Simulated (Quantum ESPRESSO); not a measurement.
The system is CdTe.

```
Te Cd
1.0
     0.00000    3.20500    3.20500
     3.20500    0.00000    3.20500
     3.20500    3.20500    0.00000
Te Cd
1 1
Cartesian
  4.8075 4.8075 4.8075
  0.0000 0.0000 0.0000
```

* Program: Quantum ESPRESSO 7.5
* Task: single point
* Functional: PBE
* Potentials or basis: SSSP 1.3 efficiency PBE
* Cutoff: 816 eV
* Density cutoff: 6531 eV
* k mesh: 7 × 7 × 7
* Occupations: fermi-dirac, width 0.05 eV
* Spin: no spin polarisation

On this cell: pressure 4.4 GPa; largest force zero by symmetry; band gap on the k mesh 0.87 eV, direct.

The same run follows on a disturbed copy (atoms moved at random, drawn with an rms of 0.05 Å):

```
Te Cd
1.0
     0.00000    3.20500    3.20500
     3.20500    0.00000    3.20500
     3.20500    3.20500    0.00000
Te Cd
1 1
Direct
  0.74301 0.74107 0.75106
  0.00495 0.00178 0.99239
```

Task: What changes?

Result: The energy moves by +7.4 meV/atom; pressure 4.5 GPa; largest force 0.400 eV/Å; band gap on the k mesh 0.82 eV, direct.

Forces in eV/Å, atoms in the order of the input:
```
Te   0.022  0.049  0.396
Cd  -0.022 -0.049 -0.396
```

Stress tensor (GPa, compression positive):
```
 4.54 -1.45 -0.19
-1.45  4.54 -0.10
-0.19 -0.10  4.42
```

Caveats: spin-orbit coupling is left out, which moves the levels of the heavy elements.

